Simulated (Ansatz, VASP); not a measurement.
## GaP in VASP and in Ansatz

File INCAR:

```
SYSTEM = GaP
  PREC = Accurate
  ENCUT = 520
  EDIFF = 1E-6
  ISMEAR = 0
  SIGMA = 0.05
  LREAL = .FALSE.
  LASPH = .TRUE.
  NELM = 60
  ALGO = Normal
  ISIF = 2
  LWAVE = .FALSE.
  LCHARG = .TRUE.
  GGA = PE
  LELF = .TRUE.
  LVHAR = .TRUE.
  NBANDS = 16
```

File KPOINTS:

```
regular mesh
0
G
  8 8 8
  0 0 0
```

The input POSCAR:

```
GaP
1.0
    0.0000000000      2.6149099718      2.8213502327
    2.6149099718      0.0000000000      2.8213502327
    2.6149099718      2.6149099718      0.0000000000
Ga P
1 1
Direct
    0.0000000000      0.0000000000      0.0000000000
    0.7500000000      0.7500000000      0.7500000000
```

Input for Ansatz:

```yaml
crystal:
  lattice:
    - [0.0, 2.6149099718, 2.8213502327]
    - [2.6149099718, 0.0, 2.8213502327]
    - [2.6149099718, 2.6149099718, 0.0]
  atoms:
    - { symbol: Ga, position: [0.0, 0.0, 0.0] }
    - { symbol: P, position: [0.75, 0.75, 0.75] }
basis:
  ecutwfc: 420
kpoints:
  mp_grid: { grid: [8, 8, 8] }
hamiltonian:
  xc: pbe
scf:
  occupations: { method: gaussian, width: 0.05 }
output:
  forces: true
  stress: true
  eigenvalues: true
```

Change from the starting cell: strain -0.050 along x and y, +0.025 along z, atoms carried along.

Alike in both runs: task single point; functional PBE; k mesh 8 × 8 × 8; occupations gaussian, width 0.05 eV; no spin polarisation.

|  | VASP | Ansatz |
| --- | --- | --- |
| version | VASP 6.6.1 | Ansatz 0.2.0 |
| potentials or method | VASP PAW PBE potentials, release 64 (Ga_d, P) | scalar-relativistic, plane waves, PAW |
| plane-wave cutoff (eV) | 520 | 420 |
| valence electrons in the cell | 18 | 18 |

Ansatz gave:

- gap on the k mesh at the Fermi level (eV): 1.18
- least direct gap on the mesh (eV): 2.01
- pressure (GPa): 7.0
- largest component of the traceless stress (GPa): 4.29

Task: Which values does VASP return?

Result: gap on the k mesh at the Fermi level (eV): 1.18; least direct gap on the mesh (eV): 2.01; pressure (GPa): 6.9; largest component of the traceless stress (GPa): 4.30.

A k mesh can miss the band edges.
